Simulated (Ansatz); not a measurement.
# Si7Ge: a vibration from a frozen displacement

These are results of Ansatz, DFT r2SCAN, scalar-relativistic, plane waves, PAW, not measurements. Settings: plane waves to 500 eV, k-mesh 6×6×6 (Γ-centred), Gaussian smearing 0.05 eV. No spin polarisation. Energies are free energies at this smearing, counted from the undisturbed cell; pressure is positive in compression.

The starting cell (relaxed at this level; it needn't be the usual structure):

```yaml
crystal:
  lattice:
    - [5.46797, 0.00000, 0.00000]
    - [0.00000, 5.46797, 0.00000]
    - [0.00000, 0.00000, 5.46797]
  atoms:
    - { symbol: Si, position: [0.25243, 0.25243, 0.25243] }
    - { symbol: Si, position: [0.00000, 0.50000, 0.50000] }
    - { symbol: Si, position: [0.50000, 0.50000, 0.00000] }
    - { symbol: Si, position: [0.50000, 0.00000, 0.50000] }
    - { symbol: Si, position: [0.74757, 0.25243, 0.74757] }
    - { symbol: Si, position: [0.74757, 0.74757, 0.25243] }
    - { symbol: Si, position: [0.25243, 0.74757, 0.74757] }
    - { symbol: Ge, position: [0.00000, 0.00000, 0.00000] }
```

Every Si atom is moved by x along the Cartesian unit vector (0.000, 0.000, 1.000); the cell and all other atoms stay fixed. The cell's volume is 163.49 Å³; the moved atoms weigh 196.595 u together and the others 72.630 u. Some rows repeat others by symmetry and weren't run.

```csv
x (Å),ΔE (meV/cell),total force on the moved atoms along the move (eV/Å),pressure (GPa)
-0.3000,577.30,3.7344,0.8473
-0.2625,445.08,3.3145,0.6603
-0.2250,328.96,2.8758,0.4958
-0.1875,229.59,2.4210,0.3549
-0.1500,147.54,1.9531,0.2382
-0.1125,83.25,1.4740,0.1467
-0.0750,37.08,0.9869,0.0809
-0.0375,9.28,0.4952,0.0412
0.0000,0.00,0.0000,0.0279
0.0375,9.28,-0.4952,0.0412
0.0750,37.08,-0.9869,0.0809
0.1125,83.25,-1.4740,0.1467
0.1500,147.54,-1.9531,0.2382
0.1875,229.59,-2.4210,0.3549
0.2250,328.96,-2.8758,0.4958
0.2625,445.08,-3.3145,0.6603
0.3000,577.30,-3.7344,0.8473
```

Q: What frequency belongs to this motion?

A: The force constant is k = −dF/dx = 13.205 eV/Å², from the parabola through x = -0.0375, 0 and 0.0375. In every cell the moved atoms swing against the rest, so the mass is μ = m₁m₂/(m₁ + m₂) = 53.036 u, and ν̃ = 521.5 cm⁻¹ × √(|k|/μ) = 260 cm⁻¹. The pattern needn't be a normal mode: ν̃² is then a weighted mean of the squared nonzero frequencies at the zone centre of this cell, taken without macroscopic field, so it lies between the lowest and the highest of them.

Q: How far does the harmonic law reach?

A: At x = -0.300 Å, kx²/2 = 594.24 meV against the computed 577.30 meV (-2.8 %): the well is still close to harmonic there.

Q: The pressure changes with x². What does that say about the frequency under compression?

A: With E = k(V)x²/2, k ∝ V^(−2γ) and x scaling with the cell as V^(1/3), P − P0 = −∂E/∂V = (2γ − 2/3) ΔE/V. At x = 0.0750 Å, V(P − P0) = 163.49 × 0.05293 / 160.2 eV = 54.01 meV and ΔE = 37.08 meV, so γ = 1/3 + V(P − P0)/(2ΔE) = 1.06. This is the Grüneisen parameter of the motion under uniform scaling of the cell: shrinking the cell evenly by 1 % in volume raises the frequency by about 1.06 %.